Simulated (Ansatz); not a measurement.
# ZnO: response to biaxial strain in the a-b plane

The task here is to estimate one member of a computed series from the others.

Program: Ansatz 0.2.0. Level of theory: DFT r2SCAN, scalar-relativistic, plane waves, PAW. These are calculated values, not measurements.

1 further run of the same task is left out (set aside as unsound or not needed). Runs told in other sessions of the task aren't counted.

### Starting point

The structure is hexagonal, space group P6_3mc (No. 186). Conventional cell: a = 3.235 Å, b = 3.235 Å, c = 5.212 Å, α = 90.00°, β = 90.00°, γ = 120.00°. Zn (site symmetry 3m) is surrounded by 4 O at 1.97 to 1.98 Å. Around O (site symmetry 3m) lie 4 Zn at 1.97 to 1.98 Å.

Structure file:

```cif
data_structure
_symmetry_space_group_name_H-M 'P 1'
_symmetry_Int_Tables_number 1
_cell_length_a 3.2349
_cell_length_b 3.2349
_cell_length_c 5.2123
_cell_angle_alpha 90.000
_cell_angle_beta 90.000
_cell_angle_gamma 120.000
_cell_volume 47.24
loop_
_atom_site_label
_atom_site_type_symbol
_atom_site_fract_x
_atom_site_fract_y
_atom_site_fract_z
_atom_site_occupancy
Zn1 Zn 0.66667 0.33333 0.50043 1
Zn2 Zn 0.33333 0.66667 0.00043 1
O1 O 0.66667 0.33333 0.87988 1
O2 O 0.33333 0.66667 0.37988 1
```

It goes back to an entry of the Materials Project.

This cell was relaxed beforehand with the same method: volume 11.81 Å³/atom, gap on the mesh 1.24 eV.

The unstrained cell comes from an earlier run at this level (4 atoms, E(σ→0) -7789.8530 eV, gap 1.24 eV over the zone).

Set-up of the first run:

input.yaml

```yaml
crystal:
  lattice:
    - [3.170171831, 0.0, 0.0]
    - [-1.5850859155, 2.74544934, 0.0]
    - [0.0, 0.0, 5.2748592767]
  atoms:
    - { symbol: Zn, position: [0.6666666667, 0.3333333333, 0.5004294475] }
    - { symbol: Zn, position: [0.3333333333, 0.6666666667, 0.0004294475] }
    - { symbol: O, position: [0.6666666667, 0.3333333333, 0.8798805525] }
    - { symbol: O, position: [0.3333333333, 0.6666666667, 0.3798805525] }
basis:
  ecutwfc: 500
kpoints:
  mp_grid: { grid: [12, 12, 6] }
hamiltonian:
  xc: r2scan
scf:
  occupations: { method: gaussian, width: 0.02 }
output:
  forces: true
  stress: true
  eigenvalues: true
relax:
  adjacent_minimum: "off"
  f_tol: 0.008
  max_steps: 40
  cell: { stress_tol: 0.015, fix: [a, b, gamma] }
```

Started as:

```
$ ansatz run input.yaml --threads 1 --pin off --max-ram 2560MiB --backend cpu --events-out ev --progress --plain --runs-dir out
```

Among the steps run: At -2.0 %; Band edges over the zone at -2.0 %; At +2.0 %; The gap over the whole zone at +2.0 %; The cell strained by -4.0 %; The gap over the whole zone at -4.0 %; Strain +4.0 %; Seeking the band edges at +4.0 %; Strain -6.0 %; Seeking the band edges at -6.0 %; Strain +6.0 %; The gap over the whole zone at +6.0 %.

One table of the session follows, with a row left open; its other results are not shown here.

It belongs to the step «Energy, stress and gap against strain». Lengths are those of the vectors of the cell that was run; stresses in GPa:

```
strain (%)  ΔE (meV/atom)  a (Å)  b (Å)  c (Å)
      -6.0           62.4  3.041  3.041  5.509
      -4.0           27.4  3.105  3.105  5.415
      -2.0            6.8  3.170  3.170  5.316
      +0.0            0.0  3.235  3.235  5.212
      +2.0            6.3  3.300  3.300  5.101
      +4.0              ?      ?      ?      ?
      +6.0           51.1  3.429  3.429  4.806
```

Estimate the missing values for strain (%) = +4.0.

Worked estimate for «ΔE (meV/atom)». A straight line through the neighbours (2.0, 6.3) and (6.0, 51.1) gives 6.3 + (51.1 − 6.3) × (4.0 − 2.0) / (6.0 − 2.0) = 28.7; a parabola fitted to 3 rows on both sides gives 23.3.

The run gave: ΔE (meV/atom): 24.3; a (Å): 3.364; b (Å): 3.364; c (Å): 4.977. In «ΔE (meV/atom)» the line misses by +4.4 and the parabola by -1.0.

ΔE is over the unstrained cell. Stress in GPa, positive in compression, on the Cartesian axes of the input.
